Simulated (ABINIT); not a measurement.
# Pt (Fm-3m) in ABINIT: further runs

One crystal, Pt, is run at these levels: PBEsol, WC, PBE, AM05; tasks: band structure, equation of state.

All numbers are computed with ABINIT 10.8.3 (patched build); they aren't measurements. Logs are shortened: lines on timing, memory, paths and dates and some standing lists are left out, and cuts for length are marked. The log counts tension as positive stress, the text compression.

### Step 1. The structure

Symmetry: Fm-3m, No. 225, cubic system. Conventional cell: a = 3.922 Å, b = 3.922 Å, c = 3.922 Å, α = 90.00°, β = 90.00°, γ = 90.00°. Pt (site symmetry m-3m) is surrounded by 12 Pt at 2.77 Å.

### Step 2. Band structure, PBEsol

run.abi

```
# Datasets: ground state, then fixed potential
ndtset 2

# Pseudopotentials
pp_dirpath "./"
pseudos "Pt.GGA_PBE-JTH.xml"

# Structure
acell 3*1.0
rprim
     0.0000000000     3.7055639578     3.7055639578
     3.7055639578     0.0000000000     3.7055639578
     3.7055639578     3.7055639578     0.0000000000
ntypat 1
znucl 78
natom 1
typat 1
xred
     0.0000000000     0.0000000000     0.0000000000

# Plane-wave basis
ecut 16.0
pawecutdg 32.0

# Exchange and correlation
ixc -116133

# Bands and occupations
occopt 3
tsmear 0.00183747

# SCF cycle
nstep 100

# Output
iomode 3
prtwf 0
prteig 0
prtebands 0
enunit 1
prtden1 1

# Dataset 1
kptopt1 1
ngkpt1 12 12 12
nshiftk1 1
shiftk1 0.0 0.0 0.0
nband1 9
tolvrs1 1.0e-9

# Dataset 2: bands along G-X-W-K-G-L-U-W-L-K
iscf2 -2
getden2 1
nband2 15
nbdbuf2 4
tolwfr2 1.0e-11
kptopt2 -9
ndivsm2 8
prteig2 1
kptbounds2
     0.0000000000     0.0000000000     0.0000000000
     0.5000000000     0.0000000000     0.5000000000
     0.5000000000     0.2500000000     0.7500000000
     0.3750000000     0.3750000000     0.7500000000
     0.0000000000     0.0000000000     0.0000000000
     0.5000000000     0.5000000000     0.5000000000
     0.6250000000     0.2500000000     0.6250000000
     0.5000000000     0.2500000000     0.7500000000
     0.5000000000     0.5000000000     0.5000000000
     0.3750000000     0.3750000000     0.7500000000
```

Potentials or basis: JTH PAW PBE v2.0.

On the command line:

```sh
> abinit run.abi > log 2>&1
```

run.abo:

```text
.Version 10.8.3 of ABINIT
 DATASET    1 : space group Fm -3 m (#225); Bravais cF (face-center cubic)
================================================================================
 Values of the parameters that define the memory need for DATASET  1.
     intxc =       0    ionmov =       0      iscf =      17    lmnmax =      18
     lnmax =       6     mgfft =      20  mpssoang =       3    mqgrid =    3001
     natom =       1  nloc_mem =       2    nspden =       1   nspinor =       1
    nsppol =       1      nsym =      48    n1xccc =       1    ntypat =       1
    occopt =       3   xclevel =       2
       mpw =         322          nfft =        8000          nkpt =          72
 PAW method is used; the additional fine FFT grid is defined by:
   mgfftf=        30    nfftf =     27000
================================================================================
================================================================================

 DATASET    2 : space group Fm -3 m (#225); Bravais cF (face-center cubic)
================================================================================
 Values of the parameters that define the memory need for DATASET  2.
     intxc =       0    ionmov =       0      iscf =      -2    lmnmax =      18
     lnmax =       6     mgfft =      20  mpssoang =       3    mqgrid =    3001
     natom =       1  nloc_mem =       2    nspden =       1   nspinor =       1
    nsppol =       1      nsym =      48    n1xccc =       1    ntypat =       1
    occopt =       3   xclevel =       2
       mpw =         331          nfft =        8000          nkpt =         139
 PAW method is used; the additional fine FFT grid is defined by:
   mgfftf=        30    nfftf =     27000
================================================================================
================================================================================

--------------------------------------------------------------------------------
------------- Echo of variables that govern the present computation ------------
--------------------------------------------------------------------------------
 -outvars: echo values of preprocessed input variables --------
            acell      1.0000000000E+00  1.0000000000E+00  1.0000000000E+00 Bohr
              amu      1.95080000E+02
             ecut      1.60000000E+01 Hartree
           enunit           1
           getden1          0
           getden2          1
             iscf1         17
             iscf2         -2
                       outvar_i_n : Printing only first  50 k-points.
              ixc     -116133
           jdtset        1    2
                       outvar_i_n : Printing only first  50 k-points.
           kptopt1          1
           kptopt2         -9
         kptrlatt       12    0    0      0   12    0      0    0   12
          kptrlen1     6.28855057E+01
          kptrlen2     3.00000000E+01
            natom           1
            nband1          9
            nband2         15
           nbdbuf1          0
           nbdbuf2          4
           ndtset           2
           ndivsm1          0
           ndivsm2          8
            ngfft          20      20      20
          ngfftdg          30      30      30
             nkpt1         72
             nkpt2        139
            nstep         100
             nsym          48
           ntypat           1
                       prtocc : prtvol=0, do not print more k-points.
           occopt           3
        pawecutdg      3.20000000E+01 Hartree
         pawxcdev           0
        prtebands           0
           prteig1          0
           prteig2          1
[... 242 lines left out ...]
 Unit cell volume ucvol=  1.0176371E+02 bohr^3
 Angles (23,13,12)=  6.00000000E+01  6.00000000E+01  6.00000000E+01 degrees

 Coarse grid specifications (used for wave-functions):

 getcut: wavevector=  0.0000  0.0000  0.0000  ngfft=  20  20  20
         ecut(hartree)=     16.000   => boxcut(ratio)=   2.11951

 Fine grid specifications (used for densities):

 getcut: wavevector=  0.0000  0.0000  0.0000  ngfft=  30  30  30
         ecut(hartree)=     32.000   => boxcut(ratio)=   2.25058

 getcut : COMMENT -
  Note that boxcut > 2.2 ; recall that boxcut=Gcut(box)/Gcut(sphere) = 2
  is sufficient for exact treatment of convolution.
  Such a large boxcut is a waste : you could raise ecut
  e.g. ecut=   40.520768 Hartrees makes boxcut=2

--------------------------------------------------------------------------------

================================================================================
 Non-SCF case, kpt    1 (  0.00000  0.00000  0.00000), residuals and eigenvalues=
  6.69E-12  4.59E-12  3.46E-12  5.43E-12  1.92E-12  5.80E-12  8.03E-12  7.02E-12
  7.51E-12  5.17E-12  7.52E-12  2.37E-05  6.77E-04  1.17E-02  4.04E-11
 -4.2849E-02  1.9636E-01  1.9636E-01  1.9636E-01  2.7641E-01  2.7641E-01
  9.0430E-01  1.0847E+00  1.0847E+00  1.0847E+00  1.2542E+00  1.5044E+00
  1.5055E+00  1.5173E+00  1.6033E+00
 Non-SCF case, kpt    2 (  0.02174  0.00000  0.02174), residuals and eigenvalues=
  6.94E-12  5.76E-12  4.93E-12  5.80E-12  2.50E-12  7.07E-12  7.09E-12  5.40E-12
  7.91E-12  6.82E-12  4.23E-12  2.42E-04  3.36E-04  8.65E-05  4.31E-06
 -4.1911E-02  1.9574E-01  1.9685E-01  1.9685E-01  2.7571E-01  2.7666E-01
  9.0575E-01  1.0805E+00  1.0847E+00  1.0847E+00  1.2613E+00  1.4934E+00
  1.4936E+00  1.5051E+00  1.5927E+00
 Non-SCF case, kpt    3 (  0.04348  0.00000  0.04348), residuals and eigenvalues=
[... 807 lines left out ...]
  5.8547E-01  7.2904E-01  9.1329E-01  1.0599E+00  1.3760E+00  1.3996E+00
  1.4037E+00  1.7097E+00  1.7460E+00
 Non-SCF case, kpt  138 (  0.38393  0.38393  0.73214), residuals and eigenvalues=
  3.06E-12  6.88E-12  6.68E-12  6.94E-12  9.07E-12  4.71E-12  3.58E-12  3.75E-12
  9.38E-12  6.89E-12  6.24E-12  6.02E-12  6.50E-12  2.50E-03  9.39E-11
  1.0823E-01  1.3915E-01  2.2213E-01  2.8206E-01  3.2736E-01  5.3750E-01
  5.9078E-01  7.1021E-01  8.9627E-01  1.0712E+00  1.3565E+00  1.4037E+00
  1.4145E+00  1.7214E+00  1.7745E+00
 Non-SCF case, kpt  139 (  0.37500  0.37500  0.75000), residuals and eigenvalues=
  8.37E-12  4.46E-12  6.95E-12  5.09E-12  1.52E-12  4.30E-12  8.65E-12  4.45E-12
  2.74E-12  8.56E-12  3.94E-12  7.95E-12  4.12E-12  1.02E-03  3.53E-04
  1.0499E-01  1.3383E-01  2.3009E-01  2.8803E-01  3.2992E-01  5.4800E-01
  5.8205E-01  7.0631E-01  8.8059E-01  1.0798E+00  1.3340E+00  1.4078E+00
  1.4318E+00  1.7185E+00  1.7847E+00

--- !ResultsGS
iteration_state: {dtset: 2, }
comment   : Summary of ground state results
lattice_vectors:
- [  0.0000000,   3.7055640,   3.7055640, ]
- [  3.7055640,   0.0000000,   3.7055640, ]
- [  3.7055640,   3.7055640,   0.0000000, ]
lattice_lengths: [   5.24046,    5.24046,    5.24046, ]
lattice_angles: [ 60.000,  60.000,  60.000, ] # degrees, (23, 13, 12)
lattice_volume:   1.0176371E+02
convergence: {deltae:  0.000E+00, res2:  0.000E+00, residm:  9.990E-12, diffor:  0.000E+00, }
etotal    :  -2.70689347E+01
entropy   :   0.00000000E+00
fermie    :   3.36764696E-01
cartesian_stress_tensor: null
pressure_GPa: null
xred      :
- [  0.0000E+00,   0.0000E+00,   0.0000E+00, Pt]
cartesian_forces: null
force_length_stats: {min: null, max: null, mean: null, }
...

 Integrated electronic density in atomic spheres:
 ------------------------------------------------
 Atom  Sphere_radius  Integrated_density
    1        2.51622          8.64199691

================================================================================

 ----iterations are completed or convergence reached----

 Mean square residual over all n,k,spin=   61.047E-13; max=  99.903E-13
 reduced coordinates (array xred) for    1 atoms
       0.000000000000      0.000000000000      0.000000000000

 cartesian coordinates (angstrom) at end:
    1      0.00000000000000     0.00000000000000     0.00000000000000
 length scales=  1.000000000000  1.000000000000  1.000000000000 bohr
              =  0.529177210544  0.529177210544  0.529177210544 angstroms
 Eigenvalues (   eV  ) for nkpt= 139  k points:
 kpt#   1, nband= 15, wtk=  1.00000, kpt=  0.0000  0.0000  0.0000 (reduced coord)
  -1.16598    5.34332    5.34332    5.34332    7.52136    7.52136   24.60732   29.51487
  29.51487   29.51487   34.12724   40.93618   40.96542   41.28803   43.62873
 kpt#   2, nband= 15, wtk=  1.00000, kpt=  0.0217  0.0000  0.0217 (reduced coord)
  -1.14047    5.32622    5.35659    5.35659    7.50236    7.52821   24.64663   29.40303
  29.51506   29.51506   34.32095   40.63761   40.64392   40.95539   43.33855
 kpt#   3, nband= 15, wtk=  1.00000, kpt=  0.0435  0.0000  0.0435 (reduced coord)
  -1.06422    5.27557    5.39633    5.39633    7.44598    7.54867   24.76359   29.11752
  29.51258   29.51258   34.85027   39.95479   39.95538   41.02615   42.56680
 kpt#   4, nband= 15, wtk=  1.00000, kpt=  0.0652  0.0000  0.0652 (reduced coord)
  -0.93806    5.19326    5.46241    5.46241    7.35430    7.58250   24.95562   28.75159
  29.49815   29.49815   35.61557   39.19175   39.19242   41.08912   41.50453
 kpt#   5, nband= 15, wtk=  1.00000, kpt=  0.0870  0.0000  0.0870 (reduced coord)
  -0.76348    5.08217    5.55454    5.55454    7.23083    7.62918   25.21829   28.37560
  29.45584   29.45584   36.52777   38.45432   38.45434   40.29805   41.18010
 kpt#   6, nband= 15, wtk=  1.00000, kpt=  0.1087  0.0000  0.1087 (reduced coord)
  -0.54273    4.94606    5.67235    5.67235    7.08056    7.68812   25.54573   28.02920
[... 386 lines left out ...]
   3.11111    4.20006    5.57467    6.94118    8.89679   14.06510   15.17045   21.44878
  25.82504   28.04971   37.31779   37.86235   39.16040   45.55266   46.66718
 kpt# 136, nband= 15, wtk=  1.00000, kpt=  0.4018  0.4018  0.6964 (reduced coord)
   3.09387    4.07641    5.65687    7.20903    8.87676   14.24302   15.57179   20.59394
  25.33586   28.46966   37.49580   37.97333   38.50153   46.32765   46.82922
 kpt# 137, nband= 15, wtk=  1.00000, kpt=  0.3929  0.3929  0.7143 (reduced coord)
   3.02981    3.93521    5.82951    7.45982    8.87710   14.41162   15.93157   19.83812
  24.85192   28.84102   37.44204   38.08500   38.19773   46.52388   47.51203
 kpt# 138, nband= 15, wtk=  1.00000, kpt=  0.3839  0.3839  0.7321 (reduced coord)
   2.94496    3.78653    6.04457    7.67522    8.90806   14.62616   16.07587   19.32568
  24.38880   29.14784   36.91119   38.19693   38.49024   46.84083   48.28637
 kpt# 139, nband= 15, wtk=  1.00000, kpt=  0.3750  0.3750  0.7500 (reduced coord)
   2.85679    3.64173    6.26103    7.83769    8.97770   14.91189   15.83827   19.21967
  23.96210   29.38324   36.29927   38.30913   38.96261   46.76208   48.56352

== END DATASET(S) ==============================================================
================================================================================

 -outvars: echo values of variables after computation  --------
            acell      1.0000000000E+00  1.0000000000E+00  1.0000000000E+00 Bohr
           etotal1    -2.7068934650E+01
            fcart1    -0.0000000000E+00 -0.0000000000E+00 -0.0000000000E+00
            rprim      0.0000000000E+00  3.7055639578E+00  3.7055639578E+00
                       3.7055639578E+00  0.0000000000E+00  3.7055639578E+00
                       3.7055639578E+00  3.7055639578E+00  0.0000000000E+00
           strten1    -3.2643695632E-05 -3.2643695632E-05 -3.2643695632E-05
                       0.0000000000E+00  0.0000000000E+00  0.0000000000E+00
 Calculation completed.
```

Wall time 36 s (1 thread of Arm Neoverse V1, shared host); peak memory 0.11 GiB.

What came out:

```yaml
Free_energy: -736.5832 eV
Pressure: 1.0 GPa
Band_gap_on_the_k_mesh: none (metal or under the smearing width)
Valence_electrons_inside_the_program's_atomic_spheres: Pt 8.64 (radii [1.3315] Å)
```

Levels at the corners of the path, in eV from the Fermi level:
| point | band 1 | band 2 | band 3 | band 4 | band 5 | band 6 | band 7 | band 8 | band 9 | band 10 |
| --- | --- | --- | --- | --- | --- | --- | --- | --- | --- | --- |
| Γ | -10.33 | -3.82 | -3.82 | -3.82 | -1.64 | -1.64 | 15.44 | 20.35 | 20.35 | 20.35 |
| X | -7.13 | -6.66 | 0.00 | 0.47 | 0.47 | 1.71 | 8.81 | 11.54 | 11.54 | 20.08 |
| W | -5.71 | -4.60 | -4.60 | -2.01 | 0.48 | 7.12 | 8.25 | 8.25 | 12.01 | 25.32 |
| K | -6.31 | -5.52 | -2.90 | -1.33 | -0.19 | 5.75 | 6.67 | 10.06 | 14.80 | 20.22 |
| Γ | -10.33 | -3.82 | -3.82 | -3.82 | -1.64 | -1.64 | 15.44 | 20.35 | 20.35 | 20.35 |
| L | -7.39 | -3.88 | -3.88 | -0.57 | 0.03 | 0.03 | 5.78 | 14.85 | 19.50 | 19.50 |
| U | -6.31 | -5.52 | -2.90 | -1.33 | -0.19 | 5.75 | 6.67 | 10.06 | 14.80 | 20.22 |
| W | -5.71 | -4.60 | -4.60 | -2.01 | 0.48 | 7.12 | 8.25 | 8.25 | 12.01 | 25.32 |
| L | -7.39 | -3.88 | -3.88 | -0.57 | 0.03 | 0.03 | 5.78 | 14.85 | 19.50 | 19.50 |
| K | -6.31 | -5.52 | -2.90 | -1.33 | -0.19 | 5.75 | 6.67 | 10.06 | 14.80 | 20.22 |

Caveat: the PAW data sets were made with another functional, which shifts forces and pressure a little; spin-orbit coupling is left out, which moves the levels of the heavy elements.

### Step 3. Band structure, WC

Edit run.abi of step 2 so:

```diff
@@ -17,3 +17,3 @@
 typat 1
-xred
+xcart
      0.0000000000     0.0000000000     0.0000000000
@@ -25,3 +25,3 @@
 # Exchange and correlation
-ixc -116133
+ixc 23
 
@@ -29,3 +29,3 @@
 occopt 3
-tsmear 0.00183747
+tsmear 0.05 eV
 
@@ -57,4 +57,5 @@
 kptopt2 -9
-ndivsm2 8
+ndivsm2 5
 prteig2 1
+prtvol2 -3
 kptbounds2
```

Potentials or basis: JTH PAW PBE v2.0.

On the command line:

```sh
> abinit run.abi > log 2>&1
```

It took 26 s on 1 thread of Arm Neoverse V1, shared host; peak memory 0.11 GiB.

Results (log left out):

```
Free energy                                           : -736.6718 eV
Pressure                                              : 3.2 GPa
Band gap on the k mesh                                : none (metal or under the smearing width)
Valence electrons inside the program's atomic spheres : Pt 8.65 (radii [1.3315] Å)
```

Levels at the corners of the path, in eV from the Fermi level:
| point | band 3 | band 4 | band 5 | band 6 | band 7 | band 8 |
| --- | --- | --- | --- | --- | --- | --- |
| Γ | -3.82 | -3.82 | -1.64 | -1.64 | 15.49 | 20.37 |
| X | 0.00 | 0.48 | 0.48 | 1.74 | 8.80 | 11.56 |
| W | -4.59 | -2.01 | 0.48 | 7.11 | 8.27 | 8.27 |
| K | -2.89 | -1.33 | -0.19 | 5.75 | 6.69 | 10.07 |
| Γ | -3.82 | -3.82 | -1.64 | -1.64 | 15.49 | 20.37 |
| L | -3.88 | -0.54 | 0.03 | 0.03 | 5.78 | 14.89 |
| U | -2.89 | -1.33 | -0.19 | 5.75 | 6.69 | 10.07 |
| W | -4.59 | -2.01 | 0.48 | 7.11 | 8.27 | 8.27 |
| L | -3.88 | -0.54 | 0.03 | 0.03 | 5.78 | 14.89 |
| K | -2.89 | -1.33 | -0.19 | 5.75 | 6.69 | 10.07 |

Caveat: the PAW data sets were made with another functional, which shifts forces and pressure a little; spin-orbit coupling is left out, which moves the levels of the heavy elements.

### Step 4. Band structure, PBE

Edit run.abi of step 3 so:

```diff
@@ -17,3 +17,3 @@
 typat 1
-xcart
+xred
      0.0000000000     0.0000000000     0.0000000000
@@ -25,3 +25,3 @@
 # Exchange and correlation
-ixc 23
+ixc 11
 
@@ -29,3 +29,3 @@
 occopt 3
-tsmear 0.05 eV
+tsmear 0.00183747
 
@@ -57,3 +57,3 @@
 kptopt2 -9
-ndivsm2 5
+ndivsm2 8
 prteig2 1
```

On the command line:

```sh
> abinit run.abi > log 2>&1
```

Wall time 31 s (1 thread of Arm Neoverse V1, shared host); peak memory 0.11 GiB.

It converged, with:

- Free energy: -735.2782 eV
- Pressure: 11.1 GPa
- Band gap on the k mesh: none (metal or under the smearing width)
- Valence electrons inside the program's atomic spheres: Pt 8.65 (radii [1.3315] Å)

Levels at the corners of the path, in eV from the Fermi level:
```
point  band 3  band 4  band 5  band 6  band 7  band 8
    Γ   -3.80   -3.80   -1.65   -1.65   15.40   20.33
    X   -0.01    0.48    0.48    1.78    8.86   11.59
    W   -4.57   -2.01    0.48    7.17    8.30    8.30
    K   -2.87   -1.33   -0.18    5.81    6.72   10.10
    Γ   -3.80   -3.80   -1.65   -1.65   15.40   20.33
    L   -3.87   -0.49    0.02    0.02    5.82   14.83
    U   -2.87   -1.33   -0.18    5.81    6.72   10.10
    W   -4.57   -2.01    0.48    7.17    8.30    8.30
    L   -3.87   -0.49    0.02    0.02    5.82   14.83
    K   -2.87   -1.33   -0.18    5.81    6.72   10.10
```

Caveat: spin-orbit coupling is left out, which moves the levels of the heavy elements.

### Step 5. Equation of state, AM05

run.abi

```
ndtset 7
getwfk -1
scalecart1 3*0.9795861087
scalecart2 3*0.9864848297
scalecart3 3*0.9932883884
scalecart4 3*1.0000000000
scalecart5 3*1.0066227096
scalecart6 3*1.0131594038
scalecart7 3*1.0196128224

pp_dirpath "./"
pseudos "Pt.GGA_PBE-JTH.xml"

acell 3*1.0
rprim
     0.0000000000     3.7055639578     3.7055639578
     3.7055639578     0.0000000000     3.7055639578
     3.7055639578     3.7055639578     0.0000000000
ntypat 1
znucl 78
natom 1
typat 1
xred
     0.0000000000     0.0000000000     0.0000000000

ecut 16.0
pawecutdg 32.0

kptopt 1
ngkpt 12 12 12
nshiftk 1
shiftk 0.0 0.0 0.0

ixc -120135

nband 9
occopt 3
tsmear 0.05 eV

nstep 100
tolvrs 1.0e-9

iomode 3
prtwf 1
prtden 0
prteig 0
prtebands 0
enunit 2
```

On the command line:

```sh
> abinit run.abi > log 2>&1
```

Run time: 73 s. Hardware: 1 thread of Arm Neoverse V1, shared host; peak memory 0.13 GiB.

Results (log left out):

```
Equilibrium volume                      : 15.02 Å³/atom
Bulk modulus                            : 290 GPa
Pressure derivative of the bulk modulus : 5.4
```

Energy against volume, from the lowest point:
| volume (Å³/atom) | energy (meV/atom) |
| --- | --- |
| 14.175 | 48.82 |
| 14.477 | 19.25 |
| 14.778 | 3.53 |
| 15.080 | 0.00 |
| 15.381 | 7.16 |
| 15.683 | 23.75 |
| 15.985 | 48.59 |

Caveat: pressures at fixed basis lie under the slope of the energies; the PAW data sets were made with another functional, which shifts forces and pressure a little. The run has no spin-orbit coupling, so splittings on Pt are missing.

### Step 6. The runs side by side

| task | level | gap on the mesh (eV) | pressure (GPa) |
| --- | --- | --- | --- |
| band structure | PBEsol | none | 1.0 |
| band structure | WC | none | 3.2 |
| band structure | PBE | none | 11.1 |
| equation of state | AM05 | - | - |

Alike in all rows: potentials or basis JTH PAW PBE v2.0; no spin polarisation; cell as given; k mesh 12 × 12 × 12; cutoff (eV) 435; smearing fermi-dirac 0.05 eV.

Every run on the cell as given and a fine mesh finds a metal. The pressure there spans 1.0 GPa (PBEsol) to 11.1 GPa (PBE); a positive pressure means that this level wants a larger cell, a negative one a smaller.

Caveats: the PAW data sets were made with another functional, which shifts forces and pressure a little (some runs); spin-orbit coupling is left out, which moves the levels of the heavy elements (some runs); pressures at fixed basis lie under the slope of the energies (some runs).

Total energies depend on the potentials used, so only differences within one code and one set of settings carry meaning.
